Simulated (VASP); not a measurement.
# C (P6_3/mmc) in VASP: a series of runs

The runs below take C through relaxation of cell and atoms, with PBEsol.

Program: VASP 6.6.1. These are calculated values, not measurements. Logs are shortened: lines on timing, memory, paths and dates and some standing lists are left out, and cuts for length are marked.

## 1. Starting point

The structure is hexagonal, space group P6_3/mmc (No. 194). Conventional cell: a = 2.456 Å, b = 2.456 Å, c = 6.696 Å, α = 90.00°, β = 90.00°, γ = 120.00°. Around C (site symmetry -6m2) lie 3 C at 1.42 Å. Around C (site symmetry -6m2) lie 3 C at 1.42 Å.

## 2. Relaxation of cell and atoms, PBEsol

Input file INCAR:

```
SYSTEM = C
PREC = Accurate ; ENCUT = 520
EDIFF = 1E-7 ; ISMEAR = 0
SIGMA = 0.02 ; LREAL = .False.
LASPH = .True. ; NELM = 100
ALGO = Normal ; ISIF = 3
LWAVE = .False. ; LCHARG = .False.
GGA = PS ; IBRION = 2
NSW = 80 ; EDIFFG = -0.002
```

Input file KPOINTS:

```
regular mesh
0
Gamma
  15 15 6
  0 0 0
```

Input file POSCAR:

```
C
1.0
    2.4560000000      0.0000000000      0.0000000000
   -1.2280000000      2.1269583900      0.0000000000
    0.0000000000      0.0000000000      6.6960000000
C
4
Direct
    0.0000000000      0.0000000000      0.7500000000
    0.0000000000      0.0000000000      0.2500000000
    0.3333333300      0.6666666700      0.7500000000
    0.6666666700      0.3333333300      0.2500000000
```

Potentials or basis: VASP PAW PBE potentials, release 64 (C).

On the command line:

```sh
$ cat potpaw_PBE.64/C/POTCAR > POTCAR
$ mpirun -np 1 vasp_std > vasp.out
```

OUTCAR:

```text
SYSTEM = C
   PREC = Accurate
   ENCUT = 520
   EDIFF = 1E-7
   ISMEAR = 0
   LREAL = .False.
   LASPH = .True.
   NELM = 100
   ISIF = 3
   GGA = PS
   IBRION = 2
   NSW = 80
   EDIFFG = -0.002

 ion  position               nearest neighbor table
   1  0.000  0.000  0.750-   3 1.42   3 1.42   3 1.42
   2  0.000  0.000  0.250-   4 1.42   4 1.42   4 1.42
   3  0.333  0.667  0.750-   1 1.42   1 1.42   1 1.42
   4  0.667  0.333  0.250-   2 1.42   2 1.42   2 1.42

  LATTYP: Found a hexagonal cell.
 ALAT       =     2.4560000000
 C/A-ratio  =     2.7263843648

  Lattice vectors:

 A1 = (   2.4560000000,   0.0000000000,   0.0000000000)
 A2 = (  -1.2280000000,   2.1269583900,   0.0000000000)
 A3 = (   0.0000000000,   0.0000000000,   6.6960000000)

Analysis of symmetry for initial positions (statically):
=====================================================================
 Subroutine PRICEL returns:
 Original cell was already a primitive cell.

 Routine SETGRP: Setting up the symmetry group for a
 hexagonal supercell.

 Subroutine GETGRP returns: Found 24 space group operations
 (whereof 12 operations were pure point group operations)
 out of a pool of 24 trial point group operations.

The static configuration has the point symmetry D_3d.
 The point group associated with its full space group is D_6h.

Analysis of symmetry for dynamics (positions and initial velocities):
=====================================================================
 Subroutine PRICEL returns:
 Original cell was already a primitive cell.

 Routine SETGRP: Setting up the symmetry group for a
 hexagonal supercell.

 Subroutine GETGRP returns: Found 24 space group operations
 (whereof 12 operations were pure point group operations)
 out of a pool of 24 trial point group operations.

The dynamic configuration has the point symmetry D_3d.
 The point group associated with its full space group is D_6h.

 Subroutine INISYM returns: Found 24 space group operations
 (whereof 12 operations are pure point group operations),
 and found     1 'primitive' translations

----------------------------------------------------------------------------------------

                                     Primitive cell

  volume of cell :      34.9786

  direct lattice vectors                    reciprocal lattice vectors
     2.456000000  0.000000000  0.000000000     0.407166124  0.235077471  0.000000000
    -1.228000000  2.126958390  0.000000000     0.000000000  0.470154943  0.000000000
     0.000000000  0.000000000  6.696000000     0.000000000  0.000000000  0.149342891

  length of vectors
     2.456000000  2.455999999  6.696000000     0.470154942  0.470154943  0.149342891

  position of ions in fractional coordinates (direct lattice)
     0.000000000  0.000000000  0.750000000
     0.000000000  0.000000000  0.250000000
     0.333333330  0.666666670  0.750000000
     0.666666670  0.333333330  0.250000000

  ion indices of the primitive-cell ions
   primitive index   ion index
                 1           1
                 2           2
                 3           3
                 4           4

----------------------------------------------------------------------------------------

 KPOINTS: regular mesh

Automatic generation of k-mesh.
 Grid dimensions read from file:
 generate k-points for:   15   15    6

 Generating k-lattice:

  Cartesian coordinates                     Fractional coordinates (reciprocal lattice)
     0.027144408  0.015671831  0.000000000     0.066666667  0.000000000  0.000000000
     0.000000000  0.031343663  0.000000000     0.000000000  0.066666667  0.000000000
     0.000000000  0.000000000  0.024890482     0.000000000  0.000000000  0.166666667

  Length of vectors
     0.031343663  0.031343663  0.024890482

  Shift w.r.t. Gamma in fractional coordinates (k-lattice)
     0.000000000  0.000000000  0.000000000

 Subroutine IBZKPT returns following result:
 ===========================================

 Found    108 irreducible k-points:

 Following reciprocal coordinates:
            Coordinates               Weight
  0.000000  0.000000  0.000000      1.000000
  0.066667  0.000000  0.000000      6.000000
  0.133333  0.000000  0.000000      6.000000
  0.200000 -0.000000  0.000000      6.000000
  0.266667  0.000000  0.000000      6.000000
  0.333333  0.000000  0.000000      6.000000
[... 16 lines left out ...]
  0.333333  0.200000  0.000000     12.000000
  0.400000  0.200000  0.000000      6.000000
 [... further k-points ...]
   k-points           NKPTS =    108   k-points in BZ     NKDIM =    108   number of bands    NBANDS=     12
   number of dos      NEDOS =    301   number of ions     NIONS =      4
   total plane-waves  NPLWV =  16200
   dimension x,y,z NGX =    18 NGY =   18 NGZ =   50
   dimension x,y,z NGXF=    36 NGYF=   36 NGZF=  100
   ions per type =               4
   NGX,Y,Z   is equivalent  to a cutoff of  12.18, 12.18, 12.41 a.u.
   NGXF,Y,Z  is equivalent  to a cutoff of  24.37, 24.37, 24.83 a.u.
 SYSTEM =  C
   PREC   = accura    normal or accurate (medium, high low for compatibility)
   ISTART =      0    job   : 0-new  1-cont  2-samecut
   ICHARG =      2    charge: 1-file 2-atom 10-const
   ISPIN  =      1    spin polarized calculation?
   LNONCOLLINEAR =      F non collinear calculations
   LSORBIT =      F    spin-orbit coupling
   LASPH  =      T    aspherical Exc in radial PAW
   ENCUT  =  520.0 eV  38.22 Ry    6.18 a.u.   4.57  4.57 12.45*2*pi/ulx,y,z
   NELM   =    100;   NELMIN=  2; NELMDL= -5     # of ELM steps
   EDIFF  = 0.1E-06   stopping-criterion for ELM
   LREAL  =      F    real-space projection
   EDIFFG = -.2E-02   stopping-criterion for IOM
   NSW    =     80    number of steps for IOM
   IBRION =      2    ionic relax: 0-MD 1-quasi-New 2-CG
   NFREE  =      1    steps in history (QN), initial steepest desc. (CG)
   ISIF   =      3    stress and relaxation
   ISYM   =      2    0-nonsym 1-usesym 2-fastsym
   POTIM  = 0.5000    time-step for ionic-motion
   TEBEG  =    0.0;   TEEND  =   0.0 temperature during run
   PSTRESS=    0.0 pullay stress
   NELECT =      16.0000    total number of electrons
   NUPDOWN=      -1.0000    fix difference up-down
   EMIN   =  10.00;   EMAX   =-10.00  energy-range for DOS
   EFERMI =   0.00;   METHOD = LEGACY
   ISMEAR =     0;   SIGMA  =   0.02  broadening in eV -4-tet -1-fermi 0-gaus
   EFERMI_NEDOS =   21; number of points for ismear=-14 and -15
   IALGO  =     38    algorithm
   IMIX   =      4    mixing-type and parameters
     AMIX     =   0.40;   BMIX     =  1.00
     AMIX_MAG =   1.60;   BMIX_MAG =  1.00
  volume/ion in A,a.u.               =       8.74        59.01
  Fermi-wavevector in a.u.,A,eV,Ry     =   1.261384  2.383670 21.648079  1.591089
  Thomas-Fermi vector in A             =   2.394846
   LORBIT       =      0    0 simple, 1 ext, 2 COOP (PROOUT), +10 PAW based schemes
   GGA     = PS    functional components
   LHFCALC =     F    Hartree Fock is set to
   AEXX    =    0.0000 exact exchange contribution
   IVDW    =     0    specifies the selected vdW correction
   LEPSILON=     F    determine dielectric tensor
   LRPA    =     F    only Hartree local field effects (RPA)
 conjugate gradient relaxation of ions
 non-spin polarized calculation
 Gauss-broadening in eV      SIGMA  =   0.02
  energy-cutoff  :      520.00
  volume of cell :       34.98
 maximum number of plane-waves:       979
   NGX =  9   NGY =  9   NGZ = 25

--------------------------------------- Ionic step        1  -------------------------------------------

 number of electron      15.9999994 magnetization

 Free energy of the ion-electron system (eV)
  ---------------------------------------------------
  ext. energy  EPLUGINS =         0.00000000
  ---------------------------------------------------
  free energy    TOTEN  =       -38.56553372 eV

  energy without entropy =      -38.56536353  energy(sigma->0) =      -38.56544863

------------------------ aborting loop because EDIFF is reached ----------------------------------------

  FORCE on cell =-STRESS in cart. coord.  units (eV):
  Direction    XX          YY          ZZ          XY          YZ          ZX
  --------------------------------------------------------------------------------------
  -------------------------------------------------------------------------------------
  Total        0.5314321      0.5314321      0.2896856      0.0000000     -0.0000000      0.0000000
  in kB       24.3419624     24.3419624     13.2688920      0.0000000     -0.0000000      0.0000000
  external PRESSURE =      20.6509389 kB  Pullay stress =       0.0000000 kB
[... 251 lines left out ...]
  energy  without entropy=      -38.5737846434  energy(sigma->0) =      -38.57389448

--------------------------------------- Ionic step        8  -------------------------------------------

 number of electron      15.9999995 magnetization

 Free energy of the ion-electron system (eV)
  ---------------------------------------------------
  ext. energy  EPLUGINS =         0.00000000
  ---------------------------------------------------
  free energy    TOTEN  =       -38.57449144 eV

  energy without entropy =      -38.57427732  energy(sigma->0) =      -38.57438438

 E-fermi :   4.1416     XC(G=0): -10.1545

 val. band max:        4.1395781426   @ k =   0.3333   0.3333   0.5000
 cond. band min:       4.1465634902   @ k =   0.3333   0.3333   0.3333
 fundamental gap:      0.0069853476
 Fermi energy:         4.1415761949

 k-point     1 :       0.0000    0.0000    0.0000
  band No.  band energies     occupation
      1     -15.4663      2.00000
      2     -15.2706      2.00000
      3      -4.2421      2.00000
      4      -2.7486      2.00000
      5       1.1562      2.00000
      6       1.1562      2.00000
      7       1.1663      2.00000
      8       1.1663      2.00000
      9       7.7793      0.00000
     10      12.4729      0.00000
     11      12.4729      0.00000
     12      12.5042      0.00000
[... 331 lines left out ...]
 k-point    24 :       0.4000    0.2000    0.0000
  band No.  band energies     occupation
      1      -9.4945      2.00000
      2      -9.4282      2.00000
      3      -8.5558      2.00000
      4      -8.5114      2.00000
      5      -4.7349      2.00000
      6      -4.6712      2.00000
      7       2.3484      2.00000
      8       2.8421      2.00000
      9       5.4296      0.00000
     10       5.5833      0.00000
     11      14.7507      0.00000
     12      15.2745      0.00000

 [... further k-points ...]

------------------------ aborting loop because EDIFF is reached ----------------------------------------

  FORCE on cell =-STRESS in cart. coord.  units (eV):
  Direction    XX          YY          ZZ          XY          YZ          ZX
  --------------------------------------------------------------------------------------
  -------------------------------------------------------------------------------------
  Total        0.0001514      0.0001514     -0.0031988     -0.0000000     -0.0000000      0.0000000
  in kB        0.0065110      0.0065110     -0.1375513     -0.0000000     -0.0000000      0.0000000
  external PRESSURE =      -0.0415097 kB  Pullay stress =       0.0000000 kB
[... 19 lines left out ...]
  FREE ENERGIE OF THE ION-ELECTRON SYSTEM (eV)
  ---------------------------------------------------
  free  energy   TOTEN  =       -38.5744914387 eV

  energy  without entropy=      -38.5742773169  energy(sigma->0) =      -38.57438438

 reached required accuracy - stopping structural energy minimisation
```

Run time: 95 s. Hardware: 1 thread of Intel Xeon 6975P-C (Granite Rapids), shared host; peak memory 0.16 GiB.

Results:

```
Free energy                            : -38.5745 eV
Relaxed volume                         : 9.31 Å³/atom
Relaxed cell                           : a = 2.461 Å, b = 2.461 Å, c = 7.104 Å, α = 90.00°, β = 90.00°, γ = 120.00°
Space group after relaxing (to 0.05 Å) : P6_3/mmc (No. 194)
Energy gained by relaxing              : 2.2 meV/atom
Ionic steps                            : 8
Pressure after relaxing                : 0.0 GPa
Band gap on the k mesh                 : none (metal or under the smearing width)
```

The path:
```tsv
step	energy change (eV)	largest force (eV/Å)	pressure (GPa)	volume (Å³)
1	0.0000	0.0000	2.07	34.98
2	0.0035	0.0000	-3.24	35.55
3	-0.0013	0.0000	0.19	35.18
4	-0.0023	0.0000	0.17	35.30
5	-0.0047	0.0000	0.13	35.66
6	-0.0078	0.0000	0.06	36.38
7	-0.0085	0.0000	-0.05	37.81
8	-0.0090	0.0000	0.00	37.26
```

Final structure:
```xyz
4
Lattice="2.4609 0.0000 0.0000 -1.2305 2.1312 0.0000 0.0000 0.0000 7.1040" Properties=species:S:1:pos:R:3 pbc="T T T"
C     0.0000    0.0000    5.3280
C     0.0000    0.0000    1.7760
C     0.0000    1.4208    5.3280
C     1.2305    0.7104    1.7760
```

Levels at points of the mesh, in eV from the Fermi level:
| k point | band 4 | band 5 | band 6 | band 7 | band 8 | band 9 | band 10 | band 11 | band 12 |
| --- | --- | --- | --- | --- | --- | --- | --- | --- | --- |
| (0.00, 0.00, 0.00) | -6.89 | -2.99 | -2.99 | -2.98 | -2.98 | 3.64 | 8.33 | 8.33 | 8.36 |
| (0.00, 0.00, 0.50) | -7.70 | -2.98 | -2.98 | -2.98 | -2.98 | 5.88 | 5.88 | 8.35 | 8.35 |

Caveat: the PAW data sets were made with another functional, which shifts forces and pressure a little; this functional lacks dispersion, which binds the layers, so the pressure and a relaxed spacing across them are unreliable. Zero-point motion and thermal expansion aren't in these numbers.

## 3. Relaxation of cell and atoms, PBEsol

This run uses another cell than the first one, of 9.31 Å³/atom, 1.065 times its volume.

INCAR is that of step 2.

KPOINTS is that of step 2.

Input file POSCAR:

```
C                                       
1.0
    2.4609474424      0.0000000000      0.0000000000
   -1.2304737212      2.1312430008     -0.0000000000
   -0.0000000000     -0.0000000000      7.1040033206
  C             
     4
Direct
     0.0000000000000000    0.0000000000000000    0.7500000000000000
     0.0000000000000000    0.0000000000000000    0.2500000000000000
     0.3333333300000021    0.6666666699999979    0.7500000000000000
     0.6666666699999979    0.3333333300000021    0.2500000000000000
```

Potentials or basis: VASP PAW PBE potentials, release 64 (C).

On the command line:

```sh
$ cat potpaw_PBE.64/C/POTCAR > POTCAR
$ mpirun -np 1 vasp_std > vasp.out
```

Run time: 2.5 min. Hardware: 1 thread of Intel Xeon 6975P-C (Granite Rapids), shared host; peak memory 0.16 GiB.

It converged, with:

```
Free energy                            : -38.5766 eV
Relaxed volume                         : 9.43 Å³/atom
Relaxed cell                           : a = 2.461 Å, b = 2.461 Å, c = 7.189 Å, α = 90.00°, β = 90.00°, γ = 120.00°
Space group after relaxing (to 0.05 Å) : P6_3/mmc (No. 194)
Energy gained by relaxing              : 0.0 meV/atom
Ionic steps                            : 16
Pressure after relaxing                : 0.0 GPa
Band gap on the k mesh                 : none (metal or under the smearing width)
```

Step by step:
| step | energy change (eV) | largest force (eV/Å) | pressure (GPa) | volume (Å³) |
| --- | --- | --- | --- | --- |
| 1 | 0.0000 | 0.0000 | 0.04 | 37.26 |
| 2 | 0.0000 | 0.0000 | 0.04 | 37.27 |
| 3 | 0.0000 | 0.0000 | 0.07 | 37.31 |
| 4 | -0.0001 | 0.0000 | 0.17 | 37.38 |
| 5 | -0.0001 | 0.0000 | 0.33 | 37.52 |
| 6 | -0.0001 | 0.0000 | 0.33 | 37.52 |
| 7 | -0.0001 | 0.0000 | 0.31 | 37.53 |
| 8 | -0.0001 | 0.0000 | 0.29 | 37.55 |
| 9 | -0.0001 | 0.0000 | 0.24 | 37.58 |
| 10 | -0.0002 | 0.0000 | 0.16 | 37.64 |
| 11 | -0.0002 | 0.0000 | -0.04 | 37.77 |
| 12 | -0.0002 | 0.0000 | 0.04 | 37.72 |
| 13 | -0.0002 | 0.0000 | 0.03 | 37.73 |
| 14 | -0.0002 | 0.0000 | 0.03 | 37.72 |
| 15 | -0.0002 | 0.0000 | 0.02 | 37.72 |
| 16 | -0.0002 | 0.0000 | 0.01 | 37.70 |

Final structure:
```xyz
4
Lattice="2.4610 0.0000 0.0000 -1.2305 2.1313 0.0000 0.0000 0.0000 7.1887" Properties=species:S:1:pos:R:3 pbc="T T T"
C     0.0000    0.0000    5.3915
C    -1.2305    2.1313    1.7972
C     0.0000    1.4208    5.3915
C     1.2305    0.7104    1.7972
```

Levels at points of the mesh, in eV from the Fermi level:
```tsv
k point	band 4	band 5	band 6	band 7	band 8	band 9	band 10	band 11	band 12
(0.00, 0.00, 0.00)	-6.94	-2.99	-2.99	-2.98	-2.98	3.57	8.33	8.33	8.36
(0.00, 0.00, 0.50)	-7.70	-2.98	-2.98	-2.98	-2.98	5.73	5.73	8.34	8.34
```

Caveat: the PAW data sets were made with another functional, which shifts forces and pressure a little; this functional lacks dispersion, which binds the layers, so the pressure and a relaxed spacing across them are unreliable. Zero-point motion and thermal expansion aren't in these numbers.
